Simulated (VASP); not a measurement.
# A slab model of blue phosphorene bilayer, AA

Aim: model blue phosphorene bilayer, AA by a slab and find how far its highest filled level lies below the vacuum.

Main program and level: VASP 6.6.1; LDA; plane waves and PAW (P).

### Step 1. The starting structure

The cell holds 4 atoms: 4 P. Cell: a = 3.280 Å, b = 3.280 Å, c = 23.680 Å, α = 90.0°, β = 90.0°, γ = 120.0°. Vacuum lies along c.

Coordinates:

```xyz
4
Lattice="3.2800 0.0000 0.0000 -1.6400 2.8406 0.0000 0.0000 0.0000 23.6800" Properties=species:S:1:pos:R:3
P     1.6400    0.9469    9.0000
P     0.0000    1.8937   10.2400
P     1.6400    0.9469   13.4400
P     0.0000    1.8937   14.6800
```

### Step 2. Surface relaxation

The sheet's cell relaxes in its plane with the atoms, while the vacuum is kept.

File INCAR:

```
SYSTEM = P
PREC = Normal
ENCUT = 400
EDIFF = 1E-05
NELM = 120
ISMEAR = -1
SIGMA = 0.05
LREAL = .FALSE.
ALGO = Fast
GGA = CA
NBANDS = 16
LORBIT = 11
LWAVE = .FALSE.
LCHARG = .FALSE.
KPAR = 2
IBRION = 2
NSW = 40
ISIF = 3
EDIFFG = -0.02
POTIM = 0.4
IDIPOL = 3
LDIPOL = .TRUE.
DIPOL = 0.5 0.5 0.5
LATTICE_CONSTRAINTS = .TRUE. .TRUE. .FALSE.
```

File POSCAR:

```
P
1.0
    3.2800000000      0.0000000000      0.0000000000
   -1.6400000000      2.8405633244      0.0000000000
    0.0000000000      0.0000000000     23.6800000000
P
4
Direct
    0.6666666667      0.3333333333      0.3800675676
    0.3333333333      0.6666666667      0.4324324324
    0.6666666667      0.3333333333      0.5675675676
    0.3333333333      0.6666666667      0.6199324324
```

File KPOINTS:

```
Automatic mesh
0
Gamma
12 12 1
0 0 0
```

PAW data sets: P (LDA family, release 64).

Run with:

```
> mpirun -np 2 vasp_std
```

The log of the run:

```text
[banner, memory and clock lines left out]
running    2 mpi-ranks, on    1 nodes
 distrk:  each k-point on    1 cores,    2 groups
 distr:  one band on    1 cores,    1 groups

 POSCAR found type information on POSCAR P
 POSCAR found :  1 types and       4 ions
 LDA part: xc-table for (Slater(with rela. corr.)+CA(PZ))
 , standard interpolation
 POSCAR, INCAR and KPOINTS ok, starting setup
 FFT: planning ... GRIDC
 FFT: planning ... GRID_SOFT
 FFT: planning ... GRID
 WAVECAR not read
 entering main loop
       N       E                     dE             d eps       ncg     rms          rms(c)
DAV:   1     0.103053111584E+03    0.10305E+03   -0.61237E+03   608   0.752E+02
DAV:   2    -0.140150369367E+02   -0.11707E+03   -0.11276E+03   888   0.157E+02
DAV:   3    -0.237922697359E+02   -0.97772E+01   -0.97300E+01   832   0.529E+01
DAV:   4    -0.240019225783E+02   -0.20965E+00   -0.20913E+00   968   0.922E+00
DAV:   5    -0.240063788689E+02   -0.44563E-02   -0.44556E-02   880   0.118E+00    0.101E+01
RMM:   6    -0.238138429522E+02    0.19254E+00   -0.96154E-02   608   0.150E+00    0.598E+00
RMM:   7    -0.237316538470E+02    0.82189E-01   -0.22780E-01   609   0.225E+00    0.253E-01
RMM:   8    -0.237315156923E+02    0.13815E-03   -0.21832E-02   618   0.956E-01    0.973E-02
RMM:   9    -0.237321711017E+02   -0.65541E-03   -0.56035E-03   682   0.442E-01    0.163E-01
RMM:  10    -0.237321741384E+02   -0.30367E-05   -0.10798E-03   677   0.177E-01    0.425E-01
RMM:  11    -0.237324458723E+02   -0.27173E-03   -0.27134E-04   609   0.990E-02    0.134E-02
RMM:  12    -0.237324818100E+02   -0.35938E-04   -0.87098E-05   564   0.499E-02    0.104E-02
RMM:  13    -0.237324925647E+02   -0.10755E-04   -0.16165E-05   435   0.231E-02    0.991E-03
RMM:  14    -0.237325226156E+02   -0.30051E-04   -0.38350E-06   409   0.133E-02    0.143E-02
RMM:  15    -0.237325700221E+02   -0.47407E-04   -0.83551E-06   420   0.119E-02    0.752E-03
RMM:  16    -0.237325752796E+02   -0.52575E-05   -0.92496E-07   318   0.601E-03
   1 F= -.23732575E+02 E0= -.23732567E+02  d E =-.237326E+02
 curvature:   0.00 expect dE= 0.000E+00 dE for cont linesearch  0.000E+00
 trial: gam= 0.00000 g(F)=  0.103E-01 g(S)=  0.844E-01 ort = 0.000E+00 (trialstep = 0.100E+01)
 search vector abs. value=  0.948E-01
 bond charge predicted
       N       E                     dE             d eps       ncg     rms          rms(c)
DAV:   1    -0.238124685814E+02   -0.79899E-01   -0.25574E+00   728   0.842E+00    0.173E+00
RMM:   2    -0.237831536131E+02    0.29315E-01   -0.10881E-01   608   0.218E+00    0.842E-01
RMM:   3    -0.237682992186E+02    0.14854E-01   -0.43426E-02   612   0.128E+00    0.214E-01
RMM:   4    -0.237683736164E+02   -0.74398E-04   -0.77074E-03   633   0.577E-01    0.186E-01
RMM:   5    -0.237685653152E+02   -0.19170E-03   -0.11512E-03   633   0.247E-01    0.219E-01
RMM:   6    -0.237684564932E+02    0.10882E-03   -0.80202E-04   610   0.166E-01    0.402E-02
RMM:   7    -0.237684654031E+02   -0.89100E-05   -0.13204E-04   656   0.796E-02    0.323E-02
RMM:   8    -0.237684664397E+02   -0.10366E-05   -0.28371E-05   467   0.344E-02
   2 F= -.23768466E+02 E0= -.23768460E+02  d E =-.358912E-01
[...]
3 F= -.23771212E+02 E0= -.23771205E+02  d E =-.386364E-01
 curvature:  -0.39 expect dE=-0.221E-02 dE for cont linesearch -0.101E-07
 trial: gam= 0.05996 g(F)=  0.511E-02 g(S)=  0.625E-03 ort = 0.498E-04 (trialstep = 0.959E+00)
 search vector abs. value=  0.608E-02
 bond charge predicted
       N       E                     dE             d eps       ncg     rms          rms(c)
DAV:   1    -0.237759741123E+02   -0.47566E-02   -0.98237E-02   768   0.167E+00    0.213E-01
RMM:   2    -0.237744882679E+02    0.14858E-02   -0.47525E-03   608   0.434E-01    0.109E-01
RMM:   3    -0.237740223421E+02    0.46593E-03   -0.32242E-03   608   0.316E-01    0.376E-02
RMM:   4    -0.237740722458E+02   -0.49904E-04   -0.51314E-04   657   0.163E-01    0.578E-02
RMM:   5    -0.237740927332E+02   -0.20487E-04   -0.15826E-04   666   0.776E-02    0.788E-02
RMM:   6    -0.237740832884E+02    0.94448E-05   -0.19850E-05   444   0.277E-02
   4 F= -.23774083E+02 E0= -.23774078E+02  d E =-.287158E-02
 trial-energy change:   -0.002872  1 .order   -0.002714   -0.005500    0.000073
 step:   0.9480(harm=  0.9462)  dis= 0.00648  next Energy=   -23.774084 (dE=-0.287E-02)
 reached required accuracy - stopping structural energy minimisation
```

The job ended after 11 s (2 MPI ranks of Intel Xeon 6975P-C (Granite Rapids), shared host; peak memory 0.32 GiB).

Lines that name or quote the potential files are left out of all logs, and their timing lines are given in words.

Parts of OUTCAR (step 2):

```text
ion  position               nearest neighbor table
   1  0.667  0.333  0.380-   2 2.26   2 2.26   2 2.26
   2  0.333  0.667  0.432-   1 2.26   1 2.26   1 2.26
   3  0.667  0.333  0.568-   4 2.26   4 2.26   4 2.26
   4  0.333  0.667  0.620-   3 2.26   3 2.26   3 2.26

  LATTYP: Found a hexagonal cell.
 ALAT       =     3.2800000000
 C/A-ratio  =     7.2195121951

 Subroutine GETGRP returns: Found 12 space group operations
 (whereof 12 operations were pure point group operations)

The static configuration has the point symmetry D_3d.

 Found     19 irreducible k-points:

   k-points           NKPTS =     19   k-points in BZ     NKDIM =     19   number of bands    NBANDS=     16

   dimension x,y,z NGX =    16 NGY =   16 NGZ =  120
   dimension x,y,z NGXF=    32 NGYF=   32 NGZF=  240

   ENCUT  =  400.0 eV  29.40 Ry    5.42 a.u.   5.35  5.35 38.62*2*pi/ulx,y,z

   NELECT =      20.0000    total number of electrons

 k-points in reciprocal lattice and weights: Automatic mesh
   0.00000000  0.00000000  0.00000000       0.007
   0.08333333  0.00000000  0.00000000       0.042
   0.16666667  0.00000000  0.00000000       0.042
   0.25000000 -0.00000000  0.00000000       0.042
   0.33333333 -0.00000000  0.00000000       0.042
   0.41666667  0.00000000  0.00000000       0.042
   0.50000000 -0.00000000  0.00000000       0.021
   0.08333333  0.08333333  0.00000000       0.042
   0.16666667  0.08333333  0.00000000       0.083
[...]
0.33333333  0.25000000  0.00000000       0.083
   0.33333333  0.33333333  0.00000000       0.014

 dipolmoment           0.000000      0.000000      0.000000 electrons x Angstroem

 average (electrostatic) potential at core
       1 -91.3387       2 -91.3472       3 -91.3472       4 -91.3387

 E-fermi :  -1.1574

 k-point     1 :       0.0000    0.0000    0.0000
  band No.  band energies     occupation
    ...
      6      -2.2830      2.00000
      7      -2.2830      2.00000
      8      -2.2387      2.00000
      9      -2.2386      2.00000
     10      -1.8299      2.00000
     11       1.7730      0.00000
     12       1.7731      0.00000
     13       1.7967      0.00000
     14       1.7967      0.00000
     15       1.9256      0.00000
    ...

 k-point     2 :       0.0833    0.0000    0.0000
  band No.  band energies     occupation
    ...
      6      -3.2098      2.00000
      7      -3.1479      2.00000
      8      -2.5543      2.00000
      9      -2.5064      2.00000
     10      -1.7700      1.99999
     11       1.4587      0.00000
     12       1.4959      0.00000
     13       2.1171      0.00000
     14       2.1385      0.00000
     15       2.7663      0.00000
    ...

 k-point     3 :       0.1667    0.0000    0.0000
  band No.  band energies     occupation
    ...
      6      -4.8755      2.00000
      7      -3.2447      2.00000
      8      -3.1313      2.00000
      9      -3.0780      2.00000
     10      -1.6804      1.99994
     11       0.7128      0.00000
     12       0.8099      0.00000
     13       2.7470      0.00000
     14       2.8575      0.00000
     15       3.4838      0.00000
    ...

  Total        0.0220274      0.0220274     -0.0967809      0.0000000      0.0000000      0.0000000
  in kB        0.1661505      0.1661505     -0.7300083      0.0000000      0.0000000      0.0000000
  external PRESSURE =      -0.1325691 kB  Pullay stress =       0.0000000 kB

  energy-cutoff  :      400.00
  volume of cell :      212.41
      direct lattice vectors                 reciprocal lattice vectors
     3.218325777  0.000000000  0.000000000     0.310720564  0.179394601  0.000000000
    -1.609162889  2.787151881  0.000000000     0.000000000  0.358789202  0.000000000
     0.000000000  0.000000000 23.680000000     0.000000000  0.000000000  0.042229730

 POSITION                                       TOTAL-FORCE (eV/Angst)
 -----------------------------------------------------------------------------------
      1.60916      0.92905      9.00269         0.000000     -0.000000      0.006707
     -0.00000      1.85810     10.23916        -0.000000     -0.000000      0.009798
      1.60916      0.92905     13.44084        -0.000000      0.000000     -0.009798
     -0.00000      1.85810     14.67731        -0.000000      0.000000     -0.006707
 -----------------------------------------------------------------------------------
    total drift:                                0.000000     -0.000000      0.000000

  FREE ENERGIE OF THE ION-ELECTRON SYSTEM (eV)
  ---------------------------------------------------
  free  energy   TOTEN  =       -23.7740832884 eV

  energy  without entropy=      -23.7740727210  energy(sigma->0) =      -23.77407800

 reached required accuracy - stopping structural energy minimisation

 vacuum level on the upper side and lower side of the slab         4.093         4.093

 total charge
# of ion       s       p       d       tot
------------------------------------------
    1        1.098   1.377   0.000   2.475
    2        1.097   1.376   0.000   2.473
    3        1.097   1.376   0.000   2.473
    4        1.098   1.377   0.000   2.475
--------------------------------------------------
tot          4.389   5.507   0.000   9.896

[... 3 further parts left out ...]
```

The gap is read on the k-mesh alone, so it is an upper bound where the band edges lie off the mesh. The run keeps the 12 symmetry operations of its start, so it cannot find a distortion of lower symmetry.

The steps of the relaxation:

```
step  energy less that of the first step (eV)  largest force (eV/Å)  pressure (GPa)  volume (Å³)
   1                                   0.0000                0.2752           -1.21       220.63
   2                                  -0.0359                0.3112            0.36       211.81
   3                                  -0.0386                0.1917            0.00       213.61
   4                                  -0.0415                0.0098           -0.01       212.41
```

```csv
cell as run,before,after,change
a (Å),3.280,3.218,-1.9 %
b (Å),3.280,3.218,-1.9 %
```

The relaxed structure:

```cif
data_structure
_symmetry_space_group_name_H-M 'P 1'
_symmetry_Int_Tables_number 1
_cell_length_a 3.2183
_cell_length_b 3.2183
_cell_length_c 23.6800
_cell_angle_alpha 90.000
_cell_angle_beta 90.000
_cell_angle_gamma 120.000
_cell_volume 212.41
loop_
_atom_site_label
_atom_site_type_symbol
_atom_site_fract_x
_atom_site_fract_y
_atom_site_fract_z
_atom_site_occupancy
P1 P 0.66667 0.33333 0.38018 1
P2 P 0.33333 0.66667 0.43240 1
P3 P 0.66667 0.33333 0.56760 1
P4 P 0.33333 0.66667 0.61982 1
```

This step gave:

| Quantity | Value |
| --- | --- |
| electronic cycles | 36 |
| electrons | 20 |
| free energy (TOTEN) | -23.77 eV |
| Fermi energy | -1.157 eV |
| labelled metallic, from the levels on this mesh | no |
| dipole moment | 0, 0, 0 e·Å |
| gap on the k-mesh | 0.9298 eV |
| least direct gap on the k-mesh | 1.724 eV |

The run ended after 4 ionic steps, 0.042 eV below its first step, once forces and stress met EDIFFG = -0.02.

Only the dipole across the slab is computed (IDIPOL = 3); zeros along the plane are no results.

[end of part 1 of 3]

[Lines on the potential files, build, host, timing and source positions are cut from VASP's logs without a mark.]

[Logs are printed without paths, hosts, clocks, repeated set-up lines and the standing remarks that a program may print on its own settings, such as how far it seeks lower states.]

[Hosts, paths, dates, database ids (printed as entryN), source tags and the programs' standing remarks are cut or masked in the printed files.]

[In band tables of VASP the shares of atoms and orbitals are scaled to a sum of 1 inside the atoms' spheres.]

[Runs that stopped without an error message from VASP are left out.]
